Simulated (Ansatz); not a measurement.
## InAs: band structure with RPBE

**Experimental background.**

From a printed reference work, data compilation, for a bulk crystal of InAs at 4.2 K: band gap 0.418 eV (direct).

InAs:

```xyz
2
Lattice="0.0000 3.0180 3.0180 3.0180 0.0000 3.0180 3.0180 3.0180 0.0000" Properties=species:S:1:pos:R:3 pbc="T T T"
In    0.0000    0.0000    0.0000
As    4.5270    4.5270    4.5270
```

```yaml
Program: Ansatz 0.2.0
Task: band structure
Functional: RPBE
Potentials_or_basis: Ansatz PAW
Cutoff: "420 eV (not typed: the program's choice for these potentials)"
k_mesh: 8 × 8 × 8
Occupations: fermi-dirac, width 0.05 eV
Spin: no spin polarisation
Path: "[[\"G\", \"X\", \"W\", \"K\", \"G\", \"L\", \"U\", \"W\", \"L\", \"K\"], [\"U\", \"X\"]]"
Points_for_each_segment_of_the_path: 14
```

```
Pressure               : 6.0 GPa
Band gap on the k mesh : none (metal or under the smearing width)
```

Levels at the corners of the path, in eV from the Fermi level:
| point | band 10 | band 11 | band 12 | band 13 | band 14 | band 15 | band 16 | band 17 | band 18 | band 19 |
| --- | --- | --- | --- | --- | --- | --- | --- | --- | --- | --- |
| Γ | -14.35 | -11.91 | -0.10 | -0.06 | -0.06 | -0.06 | 3.91 | 3.91 | 3.91 | 7.70 |
| X | -14.33 | -9.89 | -5.87 | -2.38 | -2.38 | 1.61 | 2.10 | 9.31 | 9.33 | 9.33 |
| W | -14.35 | -9.84 | -5.73 | -3.00 | -2.91 | 4.22 | 4.33 | 5.05 | 6.15 | 9.92 |
| K | -14.34 | -9.91 | -5.73 | -3.31 | -2.00 | 2.16 | 4.30 | 7.38 | 7.43 | 7.88 |
| Γ | -14.35 | -11.91 | -0.10 | -0.06 | -0.06 | -0.06 | 3.91 | 3.91 | 3.91 | 7.70 |
| L | -14.35 | -10.43 | -5.79 | -1.04 | -1.04 | 1.02 | 4.68 | 4.68 | 6.98 | 9.18 |
| U | -14.34 | -9.91 | -5.73 | -3.31 | -2.00 | 2.16 | 4.30 | 7.38 | 7.43 | 7.88 |
| W | -14.35 | -9.84 | -5.73 | -3.00 | -2.91 | 4.22 | 4.33 | 5.05 | 6.15 | 9.92 |
| L | -14.35 | -10.43 | -5.79 | -1.04 | -1.04 | 1.02 | 4.68 | 4.68 | 6.98 | 9.18 |
| K | -14.34 | -9.91 | -5.73 | -3.31 | -2.00 | 2.16 | 4.30 | 7.38 | 7.43 | 7.88 |
| U | -14.34 | -9.91 | -5.73 | -3.31 | -2.00 | 2.16 | 4.30 | 7.38 | 7.43 | 7.88 |
| X | -14.33 | -9.89 | -5.87 | -2.38 | -2.38 | 1.61 | 2.10 | 9.31 | 9.33 | 9.33 |

It took 5.9 s on 2 threads of Intel(R) Xeon(R) Processor @ 2.70GHz (shared host), peak memory 0.38 GiB.

Against the measured gap of InAs, 0.418 eV (direct; 4.2 K; a printed reference work, data compilation), the calculated 0.00 eV is off by -0.42 eV. Spin-orbit coupling on As, In is left out. The value is that of RPBE on a finite k mesh, which can miss the band edges, without temperature or zero-point motion. Semilocal functionals fall short of measured gaps as a rule.

Caveat: spin-orbit coupling is left out, which moves the levels of the heavy elements; the PAW data sets come from PBE, with cores solved anew for the run's functional, which leaves a small shift of forces and pressure; this crystal is a semiconductor, whose small gap the functional closes, so the metal is an error of the method.
